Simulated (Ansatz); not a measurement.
AlP, space group F-43m: an equation of state with a fit, run with the Ansatz DFT code, driven from Python.

Script `eos.py`:
```python
"""Equation of state of AlP."""

import ansatz
import numpy as np

VECTORS = np.array([
    [0.0, 2.7255, 2.7255],
    [2.7255, 0.0, 2.7255],
    [2.7255, 2.7255, 0.0],
])
SITES = [
    ("Al", (0.0, 0.0, 0.0)),
    ("P", (0.25, 0.25, 0.25)),
]


def make_crystal(cell):
    crystal = ansatz.Crystal(lattice=ansatz.Lattice.of(cell))
    for symbol, position in SITES:
        crystal = crystal.atom(symbol, position)
    return crystal

# scale the volume, keep shape and fractions
volumes, energies, pressures = [], [], []
for scale in np.linspace(0.92, 1.08, 7):
    cell = VECTORS * scale ** (1 / 3)
    calculation = (
        make_crystal(cell).calculation()
        .functional("lda")
        .occupations("Fixed")
        .basis(500)
        .kpoints(6, 6, 6)
        .stress()
    )
    summary = calculation.run().report
    volumes.append(abs(np.linalg.det(cell)) / len(SITES))
    energies.append(summary["free_energy_ev"] / len(SITES))
    pressures.append(np.trace(summary["stress_gpa"]) / 3)
    print(f"V = {volumes[-1]:8.4f} A^3/atom  F = {energies[-1]:.5f} eV/atom  P = {pressures[-1]:8.3f} GPa")

# third-order Birch-Murnaghan: a cubic in V^(-2/3)
x = np.array(volumes) ** (-2 / 3)
poly = np.polynomial.Polynomial.fit(x, energies, 3).convert()
roots = poly.deriv().roots()
x0 = min((r.real for r in roots if abs(r.imag) < 1e-9 and poly.deriv(2)(r.real) > 0), key=lambda r: abs(r - x.mean()))
v0 = x0 ** -1.5
b0 = 4 / 9 * poly.deriv(2)(x0) * v0 ** (-7 / 3) * 160.21766
b1 = 4 + 2 / 3 * x0 * poly.deriv(3)(x0) / poly.deriv(2)(x0)
print(f"V0 = {v0:.4f} A^3/atom, B0 = {b0:.1f} GPa, dB/dP = {b1:.2f}")
```

Its results, one of them left out:

| V (Å³/atom) | F less the lowest row shown (meV/atom) |
| --- | --- |
| 18.626 | ? |
| 19.166 | 11.75 |
| 19.706 | 1.39 |
| 20.246 | 0.00 |
| 20.786 | 6.42 |
| 21.326 | 19.65 |
| 21.866 | 38.80 |

What is the missing energy at 18.626 Å³ an atom?

A third-order Birch-Murnaghan fit, E = E0 + (9 V0 B0 / 16) [(t - 1)³ B' + (t - 1)² (6 - 4t)] with t = (V0/V)^(2/3), through the 6 rows shown gives V0 = 20.063 Å³, B0 = 90.1 GPa, B' = 4.16 and E0 = -0.46 meV. At V = 18.626 Å³, t = 1.05080, and the fit extrapolates to 32.44 meV. The run gave 32.41 meV, a miss of 0.03 meV.

Of the deposited cell: the entry's cell lengths or inner coordinates differ somewhat from later room-temperature determinations. Pressure is positive in compression. The starting cell is as deposited in a crystallographic database; the results hold for this polymorph, which needn't be the stable one. Hardware and time: 5.5 s on 1 thread of Arm Neoverse V2, on a shared host, peak memory 0.33 GiB.
